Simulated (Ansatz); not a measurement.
# PbO (Pbcm) in Ansatz: band structure with r2SCAN

Aim: the band structure of PbO with r2SCAN.

Everything below comes from runs of Ansatz 0.2.0. Logs are shortened: lines on timing, memory, paths and dates and some standing lists are left out, and cuts for length are marked.

**1. The crystal as given**

It takes space group Pbcm (No. 57, orthorhombic). Conventional cell: a = 5.876 Å, b = 5.476 Å, c = 4.743 Å, α = 90.00°, β = 90.00°, γ = 90.00°. Pb (site symmetry m) has 2 O at 2.17 to 2.44 Å as nearest neighbours. O (site symmetry m) has 2 Pb at 2.17 to 2.44 Å as nearest neighbours.

**2. Band structure, r2SCAN**

Contents of input.yaml:

```yaml
crystal:
  lattice:
    - [5.876, 0.0, 0.0]
    - [0.0, 5.476, 0.0]
    - [0.0, 0.0, 4.743]
  atoms:
    - { symbol: Pb, position: [0.769, 0.514, 0.25] }
    - { symbol: Pb, position: [0.231, 0.486, 0.75] }
    - { symbol: Pb, position: [0.769, 0.986, 0.75] }
    - { symbol: Pb, position: [0.231, 0.014, 0.25] }
    - { symbol: O, position: [0.132, 0.582, 0.25] }
    - { symbol: O, position: [0.868, 0.418, 0.75] }
    - { symbol: O, position: [0.132, 0.918, 0.75] }
    - { symbol: O, position: [0.868, 0.082, 0.25] }
hamiltonian:
  xc: r2scan
  pseudopotentials: { kind: paw }
kpoints:
  mp_grid: { grid: [5, 5, 6] }
  band_path:
    path:
      - [[0.0, 0.0, 0.0], [0.0, 0.0, -0.5], [0.0, -0.5, -0.5], [0.0, -0.5, 0.0], [0.0, 0.0, 0.0], [-0.5, 0.0, 0.0], [-0.5, 0.0, -0.5], [-0.5, -0.5, -0.5], [-0.5, -0.5, 0.0], [-0.5, 0.0, 0.0]]
      - [[0.0, -0.5, 0.0], [-0.5, -0.5, 0.0]]
      - [[-0.5, 0.0, -0.5], [0.0, 0.0, -0.5]]
      - [[0.0, -0.5, -0.5], [-0.5, -0.5, -0.5]]
    npoints: 10
scf:
  occupations: { method: fermi_dirac, width: 0.05 }
  n_extra_bands: 20
output:
  forces: true
  stress: true
  eigenvalues: true
  fatbands: true
```

Potentials or basis: Ansatz PAW.

Started as:

```bash
$ ansatz run input.yaml --threads 4 --pin off --max-ram 11264MiB --backend cpu --events-out ev --progress --plain --runs-dir out
```

The log of the run:

```text
Warning: RAYON_NUM_THREADS=4 ignored (pool sized by the plan → 4); use --threads N
scf.n_extra_bands = 20 over 40 filled bands (N_el = 80.0): the run solves 60 bands
Engine: ansatz 0.2.0, x86_64-unknown-linux-gnu
Pseudopotentials: kind: paw
Pseudopotential: Pb, paw, valence charge 14, recommended cutoff 500 eV (meta_gga), Pb.paw.azcp
Pseudopotential: O, paw, valence charge 6, recommended cutoff 500 eV (meta_gga), O.paw.azcp
Functional definition: r2SCAN
  parameter k0 = 0.174
  parameter k1 = 0.065
  parameter a1 = 4.9479
  exchange = r2scan_x(k0 = k0, k1 = k1, a1 = a1)
  correlation = r2scan_c
Crystal: 8 atoms, lattice volume = 152.615 Å³
Basis set: ecut = 500 eV, 3851 PW (Γ), exchange–correlation on 180×160×144 points (64 copies of the dense FFT grid, shifted against one another)
Bands: 60, of which v1, the nominal top of the filled ones, is band 40 counted from 1 (39 counted from 0)
Symmetry: 8 space group operations
Space group: Pbcm (ITA 57), of the structure as read, at distance tolerance 5.3e-5 Å
k-points: 36 of 150
Non-local potential: Pb, projectors of the file, l = 0: 2, l = 1: 2, l = 2: 2, l = 3: 2
Non-local potential: O, projectors of the file, l = 0: 2, l = 1: 2, l = 2: 1
PAW form: soft (Blöchl's): semilocal exchange-correlation on the pseudo side does not see the compensation charge
PAW frozen core: Pb, regenerated for the run's functional (the file was generated under x = pbe(κ = 0.804, μ = 0.2195149727645171), c = pbe(β = 0.06672455060314922))
PAW frozen core: O, regenerated for the run's functional (the file was generated under x = pbe(κ = 0.804, μ = 0.2195149727645171), c = pbe(β = 0.06672455060314922))
PAW one-centre angular grid: Pb, 590 points (default); XC on 160 Gauss nodes
PAW one-centre angular grid: O, 302 points (default); XC on 160 Gauss nodes
Initial density: superposition of atomic densities (neutral atoms: chi_scale 0, normalization atom), corrected by the library's trained network
Initial wavefunctions: pseudopotential atomic-orbital guess
Functional: x = r2scan, c = r2scan; τ floored in thin density (d = 2e-4 eV/Å³)
SCF iter   1: F=—  HF=-49956.723920 eV  |F-HF|=—  |Δ(HF+E_count)|=         —  Δρ=9.81e-3  dr2=1.51e-1  dr2_τ=1.92e-1  ethr=1.77e-3  ⟨swp⟩=7.1  Hψ=10882  notcnv=0  defer=262
preconditioner: auto → Resta (q_TF=auto, 2.450 Å⁻¹)  ε∞=2.8  [insulator: Δε(μ)=2.446 eV  Ē_g=19.821 eV  σ=0.050 eV  W_gap=1.00  n_scr=34 (ndim 8)  ℏωp=26.9 eV  f_vac=0.005  D(μ)=0.00/eV (n_scr^D=0)  ε∞_Penn≈2.8]
SCF iter   2: F=—  HF=-49956.811428 eV  |F-HF|=—  |Δ(HF+E_count)|=   8.75e-2  Δρ=5.36e-3  dr2=2.03e-2  dr2_τ=4.93e-3  ethr=1.88e-4  ⟨swp⟩=2.2  Hψ=4125  notcnv=0  defer=525
SCF iter   3: F=—  HF=-49956.810415 eV  |F-HF|=—  |Δ(HF+E_count)|=   1.01e-3  Δρ=2.17e-3  dr2=5.74e-3  dr2_τ=3.33e-4  ethr=2.53e-5  ⟨swp⟩=3.0  Hψ=3148  notcnv=0  defer=525
SCF iter   4: F=—  HF=-49956.810144 eV  |F-HF|=—  |Δ(HF+E_count)|=   2.71e-4  Δρ=6.05e-4  dr2=3.30e-4  dr2_τ=4.82e-5  ethr=7.18e-6  ⟨swp⟩=2.9  Hψ=3025  notcnv=0  defer=525
SCF iter   5: F=—  HF=-49956.810177 eV  |F-HF|=—  |Δ(HF+E_count)|=   3.34e-5  Δρ=1.25e-4  dr2=2.46e-5  dr2_τ=1.97e-6  ethr=4.13e-7  ⟨swp⟩=2.0  Hψ=2211  notcnv=0  defer=525
SCF iter   6: F=—  HF=-49956.810180 eV  |F-HF|=—  |Δ(HF+E_count)|=   2.37e-6  Δρ=2.99e-5  dr2=1.34e-6  dr2_τ=8.17e-8  ethr=3.08e-8  ⟨swp⟩=2.9  Hψ=3028  notcnv=0  defer=525
SCF iter   7: F=-49956.810180 eV  HF=-49956.810180 eV  |F-HF|=3.05e-8  |Δ(HF+E_count)|=   6.79e-7  Δρ=6.44e-6  dr2=8.29e-8  dr2_τ=4.20e-9  ethr=1.25e-10  ⟨swp⟩=15.4  Hψ=15791  notcnv=0
SCF 1 converged in 7 iterations: F = -49956.810180 eV  dr2 = 8.29e-8
NSCF: frozen V_eff on 124 k-points
SCF converged after 7 iterations
Free energy (F): -49956.810180 eV
Harris-Foulkes:  -49956.810180 eV  (|F-HF|=3.05e-8)
Internal energy: -49956.810180 eV  (E = F + TS)
E sigma→0 (E₀):  -49956.810180 eV
Fermi energy:    9.262037 eV
--- Per-component energies (eV) ---
  E_band       = -221.283063
  E_kinetic    = 1853.399171
  E_local      = -5966.501395  (includes V_loc(G=0)·N_el)
  E_nonlocal   = 1596.829875
  E_hartree    = 2373.733725
  E_xc         = -1125.653669
  E_vxc        = -1000.996538  (∫ρ·V_xc dr)
  E_paw        = -42374.936393  (= ΣΔE_a)
  E_vpaw       = -1520.648895  (= ΣTr[D̂ρ^β])
  E_aug_tail   = 0.003977  (compensation charges beyond the density's cutoff)
  E_vtau       = 69.157316  (kinetic-family band-sum trace: ∫τ·v_τ [+ j·A + Jᵃ·Aᵃ] dr)
  E_ewald      = -6317.419717
  E_core_change = 3.734246  (= ΣΔE_core)
  E_smearing   = -0.000000  (= −TS)
  E_closure    = 0.000000  (closes the sum)
  Σ components = -49956.810180   (vs F -49956.810180, Δ=0.00e0)
--- Forces (eV/Å), atoms counted from 1 ---
  atom   1  Pb     0.10711626    -1.03894638     0.00000000
  atom   2  Pb    -0.10711626     1.03894638     0.00000000
  atom   3  Pb     0.10711626     1.03894638     0.00000000
  atom   4  Pb    -0.10711626    -1.03894638     0.00000000
  atom   5  O      0.55637108     0.36708676     0.00000000
  atom   6  O     -0.55637108    -0.36708676     0.00000000
  atom   7  O      0.55637108    -0.36708676     0.00000000
  atom   8  O     -0.55637108     0.36708676     0.00000000
  max |Σ_I F_I| component: 3.33e-16 eV/Å
--- Stress (GPa, compression-positive) ---
        2.813633       0.000000       0.000000
        0.000000      -4.468411       0.000000
        0.000000       0.000000      -1.466114
  P = ⅓ Tr σ = -1.0403 GPa (-10.403 kbar)
--- Band table (eV; the first three rows and the last of 36) ---
  k-point 0: bands = ["-10.3632", "-10.1381", "-10.0698", "-10.0007", "-8.0059", "-7.9456", "-7.8856", "-7.8677", "-7.8223", "-7.8113", "-7.8042", "-7.7631", "-7.7477", "-7.7219", "-7.6894", "-7.6876", "-7.6714", "-7.6688", "-7.6648", "-7.6221", "-7.5887", "-6.8712", "-6.6070", "-6.5854", "1.0309", "1.6376", "2.2316", "2.6175", "3.7074", "4.0658", "4.3501", "5.5417", "5.7093", "6.1043", "6.3483", "6.5944", "6.6357", "7.0170", "7.6941", "8.0605", "12.0106", "12.6091", "12.8798", "13.3002", "13.5265", "15.0484", "15.8617", "16.0865", "16.2558", "16.7508", "16.9816", "17.2921", "18.2727", "18.7745", "18.8354", "19.7684", "20.1037", "20.8455", "21.1510", "21.6913"]
  k-point 1: bands = ["-10.3061", "-10.1067", "-10.0461", "-9.9922", "-7.9857", "-7.9284", "-7.8767", "-7.8624", "-7.8178", "-7.8169", "-7.7934", "-7.7622", "-7.7435", "-7.7282", "-7.7053", "-7.6991", "-7.6945", "-7.6716", "-7.6665", "-7.6312", "-7.5898", "-6.8676", "-6.7309", "-6.6181", "0.9581", "1.6104", "1.8700", "2.0706", "3.9918", "4.3974", "4.5572", "5.8750", "6.0047", "6.0974", "6.2989", "6.4541", "6.6352", "7.4417", "7.4938", "8.0275", "12.0823", "12.7850", "12.7870", "13.2995", "13.4669", "14.9443", "15.4050", "15.9822", "16.1438", "16.2044", "16.4715", "16.8511", "18.3743", "19.3199", "19.7318", "20.0897", "20.2572", "20.7057", "21.8956", "22.3849"]
  k-point 2: bands = ["-10.1711", "-10.0382", "-10.0013", "-9.9902", "-7.9308", "-7.8812", "-7.8547", "-7.8514", "-7.8296", "-7.8229", "-7.7707", "-7.7673", "-7.7545", "-7.7523", "-7.7262", "-7.7232", "-7.7149", "-7.6736", "-7.6707", "-7.6579", "-7.5514", "-7.0334", "-6.8477", "-6.7012", "0.8396", "1.2725", "1.5132", "1.5803", "4.1757", "4.6173", "5.4206", "5.4774", "6.1117", "6.3501", "6.5990", "6.6854", "7.0776", "7.3460", "7.7187", "7.9744", "12.3171", "12.8347", "12.9239", "13.2026", "13.9049", "14.3755", "14.3766", "14.8062", "15.2181", "16.2367", "16.2478", "16.8673", "18.5755", "19.3318", "20.5200", "21.0981", "21.3364", "21.8361", "22.6739", "23.0469"]
  k-point 35: bands = ["-9.9725", "-9.9725", "-9.9573", "-9.9573", "-7.8894", "-7.8894", "-7.8881", "-7.8881", "-7.8248", "-7.8248", "-7.8228", "-7.8228", "-7.7188", "-7.7188", "-7.7075", "-7.7075", "-7.6637", "-7.6637", "-7.6581", "-7.6581", "-7.2614", "-7.2614", "-7.0913", "-7.0913", "0.6566", "0.6566", "0.9950", "0.9950", "5.6856", "5.6856", "6.1302", "6.1302", "6.8090", "6.8090", "6.9034", "6.9034", "7.4652", "7.4652", "7.5803", "7.5803", "10.7804", "10.7804", "11.3020", "11.3020", "15.0452", "15.0452", "15.4579", "15.4579", "16.3715", "16.3715", "16.5310", "16.5310", "19.4233", "19.4233", "20.1205", "20.1205", "21.0187", "21.0187", "21.6362", "21.6362"]
```

Run time: 42 s. Hardware: 4 threads of Intel Xeon Platinum 8259CL at 2.50GHz (Skylake/Cascade Lake), shared host; peak memory 1.2 GiB.

What came out:

* Free energy: -49956.8102 eV
* Pressure: -1.0 GPa
* Largest force: 1.044 eV/Å
* Band gap on the k mesh: 2.36 eV, indirect (least direct gap 2.55 eV)
* Band gap along the path: 2.34 eV, indirect (least direct gap 2.56 eV)

Forces in eV/Å, atoms in the order of the input:
```
Pb   0.107 -1.039  0.000
Pb  -0.107  1.039  0.000
Pb   0.107  1.039  0.000
Pb  -0.107 -1.039  0.000
O    0.556  0.367  0.000
O   -0.556 -0.367  0.000
O    0.556 -0.367  0.000
O   -0.556  0.367  0.000
```

Stress tensor (GPa, compression positive):
```
 2.81  0.00  0.00
 0.00 -4.47  0.00
 0.00  0.00 -1.47
```

Levels at the corners of the path, in eV from the valence-band top:
```csv
point,band 37,band 38,band 39,band 40,band 41,band 42,band 43,band 44
Γ,-1.42,-1.04,-0.37,0.00,3.95,4.55,4.82,5.24
X,-0.72,-0.72,-0.17,-0.17,4.59,4.59,5.24,5.24
S,-0.63,-0.63,-0.63,-0.63,3.66,3.66,3.66,3.66
Y,-0.76,-0.76,-0.10,-0.10,4.20,4.20,5.21,5.21
Γ,-1.42,-1.04,-0.37,0.00,3.95,4.55,4.82,5.24
Z,-1.09,-0.67,-0.54,-0.01,3.15,3.45,3.79,5.67
U,-0.50,-0.50,-0.40,-0.40,3.69,3.69,3.94,3.94
R,-0.54,-0.54,-0.54,-0.54,2.84,2.84,2.84,2.84
T,-0.53,-0.53,-0.43,-0.43,3.64,3.64,4.30,4.30
Z,-1.09,-0.67,-0.54,-0.01,3.15,3.45,3.79,5.67
Y,-0.76,-0.76,-0.10,-0.10,4.20,4.20,5.21,5.21
T,-0.53,-0.53,-0.43,-0.43,3.64,3.64,4.30,4.30
U,-0.50,-0.50,-0.40,-0.40,3.69,3.69,3.94,3.94
X,-0.72,-0.72,-0.17,-0.17,4.59,4.59,5.24,5.24
S,-0.63,-0.63,-0.63,-0.63,3.66,3.66,3.66,3.66
R,-0.54,-0.54,-0.54,-0.54,2.84,2.84,2.84,2.84
```

Caveat: spin-orbit coupling is left out, which as a rule narrows the gap of such compounds by several tenths of an eV; the cell's inner coordinates are idealised or old, which leaves forces on the atoms; the PAW data sets come from PBE, with cores solved anew for the run's functional, which leaves a small shift of forces and pressure.
